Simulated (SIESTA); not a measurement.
The system is InSe.

```xyz
4
Lattice="2.0000 1.1547 8.4400 -2.0000 1.1547 8.4400 0.0000 -2.3094 8.4400" Properties=species:S:1:pos:R:3 pbc="T T T"
In    0.0000    0.0000   22.4994
In    0.0000    0.0000    0.0000
Se    0.0000    0.0000    4.3525
Se    0.0000    0.0000    9.7102
```

Base run:

```yaml
Program: SIESTA 5.4.2
Functional: PBE
Potentials_or_basis: PseudoDojo 0.4 standard (PBE files)
Basis: DZP (energy shift 0.002 Ry; radii capped at 9.5 bohr)
Grid_cutoff: 500 Ry
Energy_shift: 0.002 Ry
k_mesh: 8 × 8 × 8
Occupations: fermi-dirac, width 0.05 eV
Spin: no spin polarisation
```

Its results: band gap on the k mesh 0.39 eV, direct; pressure 4.4 GPa; largest force 0.659 eV/Å.

Problem. The run is repeated on the same cell with these changes: functional from PBE to RPBE. What comes out?

Solution. Band gap on the k mesh 0.51 eV, direct; pressure 6.1 GPa; largest force 0.724 eV/Å.

RPBE binds less tightly than PBE, so the same cell stands under more pressure.

Caveats: semicore shells carry a single zeta, which can move pressures by several GPa and volumes by a few percent; spin-orbit coupling is left out, which moves the levels of the heavy elements; the basis of atomic orbitals isn't converged, which shifts pressures, moduli and gaps; the potentials were made for another functional, which shifts forces and pressure (some runs).
